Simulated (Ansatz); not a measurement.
**Te2Mo under strain — ⁹⁷Mo nuclear quadrupole resonance**

Cell: a COD entry, relaxed with PBE at fixed cell and then changed (z compressed by 3 %, ions relaxed).

```cif
data_structure
_symmetry_space_group_name_H-M 'P 1'
_symmetry_Int_Tables_number 1
_cell_length_a 6.3300
_cell_length_b 3.4690
_cell_length_c 13.4462
_cell_angle_alpha 90.000
_cell_angle_beta 94.038
_cell_angle_gamma 90.000
_cell_volume 294.53
loop_
_atom_site_label
_atom_site_type_symbol
_atom_site_fract_x
_atom_site_fract_y
_atom_site_fract_z
_atom_site_occupancy
Te1 Te 0.55678 0.75000 0.34653 1
Te2 Te 0.44322 0.25000 0.65347 1
Te3 Te 0.58831 0.25000 0.10623 1
Te4 Te 0.41169 0.75000 0.89377 1
Te5 Te 0.09627 0.75000 0.15403 1
Te6 Te 0.90373 0.25000 0.84597 1
Te7 Te 0.05422 0.25000 0.39337 1
Te8 Te 0.94578 0.75000 0.60663 1
Mo9 Mo 0.32026 0.75000 0.50663 1
Mo10 Mo 0.67974 0.25000 0.49337 1
Mo11 Mo 0.18186 0.25000 0.00801 1
Mo12 Mo 0.81814 0.75000 0.99199 1
```

Atom numbers follow the list; atoms alike are taken as one site, whose name carries the number of the first.

Method: Kohn–Sham DFT in Ansatz, PBE, plane waves and PAW, scalar-relativistic, 420 eV cutoff, Γ-centred 7×13×4 k-points, Fermi–Dirac smearing 0.05 eV.

⁹⁷Mo: I = 5/2, Q = 255.0 mb (year-2017 value). Static lattice, zero field.

Q: Predict the zero-field ⁹⁷Mo lines of each site.

A: For I = 5/2 and η = 0 the lines are 3|C_Q|/20 and twice that; η pulls their ratio below 2. At large η the states mix, and weaker lines appear at sums of the main ones; lines under 5 % of the strongest are left out.

```
site   atoms  V_zz (10²¹ V/m²)  C_Q (MHz)     η  line frequencies (MHz)
 Mo9   9, 10             -6.85      -42.3  0.79        9.66, 11.6, 21.2
Mo11  11, 12             -7.11      -43.8  0.77        9.92, 12.0, 22.0
```

Q: And for 95Mo (I = 5/2, Q = -22.00 mb) on Mo11?

A: C_Q scales with Q to 3.78 MHz, with lines at 0.856, 1.04, 1.89 MHz.

With no gap above 0.1 eV, as in a metal, the gradients converge slowly in k; expect changes of a tenth or more on a denser mesh. Without spin–orbit coupling the gradients at and beside Te can be off by some per cent, at some sites by more.
